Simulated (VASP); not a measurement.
# InAs (F-43m) in VASP: a series of runs, part 2 of 2

VASP 6.6.1.

## Step 3: Relaxation of cell and atoms, r2SCAN+rVV10

This run uses another cell than the first one, of 27.49 Å³/atom, 0.977 times its volume.

Input file POSCAR:

```
InAs
1.0
    0.0000000000      3.0180000000      3.0180000000
    3.0180000000      0.0000000000      3.0180000000
    3.0180000000      3.0180000000      0.0000000000
In As
1 1
Direct
    0.0000000000      0.0000000000      0.0000000000
    0.2500000000      0.2500000000      0.2500000000
```

Input file INCAR.step1:

```
ALGO = Normal ; EDIFF = 1E-4
ENCUT = 600 ; GGA = PE
ISMEAR = 0 ; LASPH = T
LCHARG = F ; LREAL = F
LWAVE = T ; NELM = 100
PREC = Accurate ; SIGMA = 0.01
```

Input file INCAR.step2:

```
ALGO = Normal ; BPARAM = 11.95
CPARAM = 0.0093 ; EDIFF = 1E-6
EDIFFG = -0.01 ; ENCUT = 600
IBRION = 2 ; ISIF = 3
ISMEAR = 0 ; ISTART = 1
IVDW_NL = 2 ; LASPH = T
LCHARG = F ; LMIXTAU = T
LREAL = F ; LUSE_VDW = T
LWAVE = F ; METAGGA = R2SCAN
NELM = 100 ; NSW = 80
PREC = Accurate ; SIGMA = 0.01
```

Input file KPOINTS:

```
k-points
0
Gamma
  6 6 6
```

Potentials or basis: VASP PAW PBE potentials, release 64 (In_d, As).

Launch:

```bash
$ cat potpaw_PBE.64/In_d/POTCAR potpaw_PBE.64/As/POTCAR > POTCAR
$ cp INCAR.step1 INCAR
$ mpirun -np 1 vasp_std > vasp.out
$ cp INCAR.step2 INCAR
$ mpirun -np 1 vasp_std > vasp.out
```

OUTCAR:

```text
BPARAM = 11.95
   EDIFF = 1E-6
   EDIFFG = -0.01
   ENCUT = 600
   IBRION = 2
   ISIF = 3
   ISMEAR = 0
   ISTART = 1
   IVDW_NL = 2
   LASPH = T
   LREAL = F
   METAGGA = R2SCAN
   NELM = 100
   NSW = 80
   PREC = Accurate

 ion  position               nearest neighbor table
   1  0.000  0.000  0.000-   2 2.61   2 2.61   2 2.61   2 2.61
   2  0.250  0.250  0.250-   1 2.61   1 2.61   1 2.61   1 2.61

  LATTYP: Found a face centered cubic cell.
 ALAT       =     6.0360000000

  Lattice vectors:

 A1 = (   0.0000000000,   3.0180000000,   3.0180000000)
 A2 = (   3.0180000000,   0.0000000000,   3.0180000000)
 A3 = (   3.0180000000,   3.0180000000,   0.0000000000)

Analysis of symmetry for initial positions (statically):
=====================================================================
 Subroutine PRICEL returns:
 Original cell was already a primitive cell.

 Routine SETGRP: Setting up the symmetry group for a
 face centered cubic supercell.

 Subroutine GETGRP returns: Found 24 space group operations
 (whereof 24 operations were pure point group operations)
 out of a pool of 48 trial point group operations.

The static configuration has the point symmetry T_d .

Analysis of symmetry for dynamics (positions and initial velocities):
=====================================================================
 Subroutine PRICEL returns:
 Original cell was already a primitive cell.

 Routine SETGRP: Setting up the symmetry group for a
 face centered cubic supercell.

 Subroutine GETGRP returns: Found 24 space group operations
 (whereof 24 operations were pure point group operations)
 out of a pool of 48 trial point group operations.

The dynamic configuration has the point symmetry T_d .

 Subroutine INISYM returns: Found 24 space group operations
 (whereof 24 operations are pure point group operations),
 and found     1 'primitive' translations

----------------------------------------------------------------------------------------

                                     Primitive cell

  volume of cell :      54.9778

  direct lattice vectors                    reciprocal lattice vectors
     0.000000000  3.018000000  3.018000000    -0.165672631  0.165672631  0.165672631
     3.018000000  0.000000000  3.018000000     0.165672631 -0.165672631  0.165672631
     3.018000000  3.018000000  0.000000000     0.165672631  0.165672631 -0.165672631

  length of vectors
     4.268096531  4.268096531  4.268096531     0.286953414  0.286953414  0.286953414

  position of ions in fractional coordinates (direct lattice)
     0.000000000  0.000000000  0.000000000
     0.250000000  0.250000000  0.250000000

  ion indices of the primitive-cell ions
   primitive index   ion index
                 1           1
                 2           2

----------------------------------------------------------------------------------------

 KPOINTS: k-points

Automatic generation of k-mesh.
 Grid dimensions read from file:
 generate k-points for:    6    6    6

 Generating k-lattice:

  Cartesian coordinates                     Fractional coordinates (reciprocal lattice)
    -0.027612105  0.027612105  0.027612105     0.166666667  0.000000000  0.000000000
     0.027612105 -0.027612105  0.027612105     0.000000000  0.166666667  0.000000000
     0.027612105  0.027612105 -0.027612105     0.000000000  0.000000000  0.166666667

  Length of vectors
     0.047825569  0.047825569  0.047825569

  Shift w.r.t. Gamma in fractional coordinates (k-lattice)
     0.000000000  0.000000000  0.000000000

 Subroutine IBZKPT returns following result:
 ===========================================

 Found     16 irreducible k-points:

 Following reciprocal coordinates:
            Coordinates               Weight
  0.000000  0.000000  0.000000      1.000000
  0.166667  0.000000  0.000000      8.000000
  0.333333  0.000000  0.000000      8.000000
  0.500000  0.000000  0.000000      4.000000
  0.166667  0.166667  0.000000      6.000000
  0.333333  0.166667  0.000000     24.000000
[... 8 lines left out ...]
 -0.333333  0.333333  0.166667     24.000000
 -0.333333  0.500000  0.166667     12.000000
   k-points           NKPTS =     16   k-points in BZ     NKDIM =     16   number of bands    NBANDS=     13
   number of dos      NEDOS =    301   number of ions     NIONS =      2
   total plane-waves  NPLWV =  46656
   dimension x,y,z NGX =    36 NGY =   36 NGZ =   36
   dimension x,y,z NGXF=    72 NGYF=   72 NGZF=   72
   ions per type =               1   1
   NGX,Y,Z   is equivalent  to a cutoff of  14.02, 14.02, 14.02 a.u.
   NGXF,Y,Z  is equivalent  to a cutoff of  28.04, 28.04, 28.04 a.u.
 SYSTEM =  unknown system
   PREC   = accura    normal or accurate (medium, high low for compatibility)
   ISTART =      1    job   : 0-new  1-cont  2-samecut
   ICHARG =      0    charge: 1-file 2-atom 10-const
   ISPIN  =      1    spin polarized calculation?
   LNONCOLLINEAR =      F non collinear calculations
   LSORBIT =      F    spin-orbit coupling
   LASPH  =      T    aspherical Exc in radial PAW
   ENCUT  =  600.0 eV  44.10 Ry    6.64 a.u.   8.52  8.52  8.52*2*pi/ulx,y,z
   NELM   =    100;   NELMIN=  2; NELMDL=  0     # of ELM steps
   EDIFF  = 0.1E-05   stopping-criterion for ELM
   LREAL  =      F    real-space projection
   EDIFFG = -.1E-01   stopping-criterion for IOM
   NSW    =     80    number of steps for IOM
   IBRION =      2    ionic relax: 0-MD 1-quasi-New 2-CG
   NFREE  =      1    steps in history (QN), initial steepest desc. (CG)
   ISIF   =      3    stress and relaxation
   ISYM   =      2    0-nonsym 1-usesym 2-fastsym
   POTIM  = 0.5000    time-step for ionic-motion
   TEBEG  =    0.0;   TEEND  =   0.0 temperature during run
   PSTRESS=    0.0 pullay stress
   NELECT =      18.0000    total number of electrons
   NUPDOWN=      -1.0000    fix difference up-down
   EMIN   =  10.00;   EMAX   =-10.00  energy-range for DOS
   EFERMI =   0.00;   METHOD = LEGACY
   ISMEAR =     0;   SIGMA  =   0.01  broadening in eV -4-tet -1-fermi 0-gaus
   EFERMI_NEDOS =   21; number of points for ismear=-14 and -15
   IALGO  =     38    algorithm
   IMIX   =      4    mixing-type and parameters
     AMIX     =   0.40;   BMIX     =  1.00
     AMIX_MAG =   1.60;   BMIX_MAG =  1.00
  volume/ion in A,a.u.               =      27.49       185.50
  Fermi-wavevector in a.u.,A,eV,Ry     =   1.128331  2.132236 17.321990  1.273130
  Thomas-Fermi vector in A             =   2.265020
   LORBIT       =      0    0 simple, 1 ext, 2 COOP (PROOUT), +10 PAW based schemes
   METAGGA = R2SCAN    functional components
   LHFCALC =     F    Hartree Fock is set to
   AEXX    =    0.0000 exact exchange contribution
   IVDW_NL    =     2    kernel type
   BPARAM     =11.9500
   IVDW    =     0    specifies the selected vdW correction
   LEPSILON=     F    determine dielectric tensor
   LRPA    =     F    only Hartree local field effects (RPA)
 conjugate gradient relaxation of ions
 non-spin polarized calculation
 Gauss-broadening in eV      SIGMA  =   0.01
  energy-cutoff  :      600.00
  volume of cell :       54.98
 maximum number of plane-waves:      1853
 NGX is ok and might be reduce to    36
   NGX = 17   NGY = 17   NGZ = 17

--------------------------------------- Ionic step        1  -------------------------------------------

 number of electron      18.0000003 magnetization

 Free energy of the ion-electron system (eV)
  ---------------------------------------------------
  ext. energy  EPLUGINS =         0.00000000
  ---------------------------------------------------
  free energy    TOTEN  =       -37.51395417 eV

  energy without entropy =      -37.51395417  energy(sigma->0) =      -37.51395417

 E-fermi :   4.3760     XC(G=0):  -9.7431

 val. band max:        4.3245636016   @ k =   0.0000   0.0000   0.0000
 cond. band min:       4.5781160777   @ k =   0.0000   0.0000   0.0000
 fundamental gap:      0.2535524761
 Fermi energy:         4.3759547276

 k-point     1 :       0.0000    0.0000    0.0000
  band No.  band energies     occupation
      1     -10.5287      2.00000
      2     -10.5287      2.00000
      3     -10.5287      2.00000
      4     -10.3777      2.00000
      5     -10.3777      2.00000
      6      -8.0196      2.00000
      7       4.3246      2.00000
      8       4.3246      2.00000
      9       4.3246      2.00000
     10       4.5781      0.00000
     11       8.5777      0.00000
     12       8.5777      0.00000
     13       8.5777      0.00000
[... 307 lines left out ...]
  energy  without entropy=      -37.5184179300  energy(sigma->0) =      -37.51841964

--------------------------------------- Ionic step        3  -------------------------------------------

 number of electron      18.0000004 magnetization

 Free energy of the ion-electron system (eV)
  ---------------------------------------------------
  ext. energy  EPLUGINS =         0.00000000
  ---------------------------------------------------
  free energy    TOTEN  =       -37.52068439 eV

  energy without entropy =      -37.52068439  energy(sigma->0) =      -37.52068439

 E-fermi :   4.1309     XC(G=0):  -9.6296

 val. band max:        4.0731985262   @ k =   0.0000   0.0000   0.0000
 cond. band min:       4.1899277877   @ k =   0.0000   0.0000   0.0000
 fundamental gap:      0.1167292615
 Fermi energy:         4.1308528729

 k-point     1 :       0.0000    0.0000    0.0000
  band No.  band energies     occupation
      1     -10.7326      2.00000
      2     -10.7326      2.00000
      3     -10.7326      2.00000
      4     -10.5930      2.00000
      5     -10.5930      2.00000
      6      -8.1063      2.00000
      7       4.0732      2.00000
      8       4.0732      2.00000
      9       4.0732      2.00000
     10       4.1899      0.00000
     11       8.3138      0.00000
     12       8.3138      0.00000
     13       8.3138      0.00000
[... 267 lines left out ...]
  FREE ENERGIE OF THE ION-ELECTRON SYSTEM (eV)
  ---------------------------------------------------
  free  energy   TOTEN  =       -37.5206843926 eV

  energy  without entropy=      -37.5206843926  energy(sigma->0) =      -37.52068439

 reached required accuracy - stopping structural energy minimisation
```

It took 6.8 min on 1 thread of Intel Xeon Platinum 8488C (Sapphire Rapids), shared host; peak memory 0.41 GiB.

What came out:

```
Free energy                            : -37.5207 eV
Relaxed volume                         : 28.18 Å³/atom
Relaxed cell                           : a = 4.304 Å, b = 4.304 Å, c = 4.304 Å, α = 60.00°, β = 60.00°, γ = 60.00°
Space group after relaxing (to 0.05 Å) : F-43m (No. 216)
Energy gained by relaxing              : 3.4 meV/atom
Ionic steps                            : 3
Pressure after relaxing                : 0.0 GPa
Band gap on the k mesh                 : 0.12 eV, direct
```

Step by step:
| step | energy change (eV) | largest force (eV/Å) | pressure (GPa) | volume (Å³) |
| --- | --- | --- | --- | --- |
| 1 | 0.0000 | 0.0000 | 1.60 | 54.98 |
| 2 | -0.0045 | 0.0000 | -0.87 | 57.19 |
| 3 | -0.0067 | 0.0000 | 0.00 | 56.36 |

Final structure:
```
In As
1.0
     0.00000    3.04310    3.04310
     3.04310    0.00000    3.04310
     3.04310    3.04310    0.00000
In As
1 1
Direct
  0.00000 0.00000 0.00000
  0.25000 0.25000 0.25000
```

Levels at points of the mesh, in eV from the valence-band top:
```csv
k point,band 5,band 6,band 7,band 8,band 9,band 10,band 11,band 12,band 13
"(0.00, 0.00, 0.00)",-14.67,-12.18,0.00,0.00,0.00,0.12,4.24,4.24,4.24
"(0.50, 0.00, 0.00)",-14.66,-10.69,-5.80,-0.99,-0.99,1.24,5.00,5.00,7.16
"(0.50, 0.50, 0.00)",-14.64,-10.14,-5.86,-2.34,-2.34,1.79,2.30,9.65,9.79
```

Caveat: the PAW data sets were made with another functional, which shifts forces and pressure a little; spin-orbit coupling is left out, which moves the levels of the heavy elements. r2SCAN opens gaps a little over a GGA but as a rule still falls short of measured ones.

## Step 4: Against experiment

Step 2. Against the measured gap of InAs, 0.418 eV (direct; 4.2 K; a printed reference work, data compilation), the calculated 0.13 eV is off by -0.29 eV. Spin-orbit coupling on As, In is left out. The value is that of r2SCAN+rVV10, without temperature or zero-point motion.
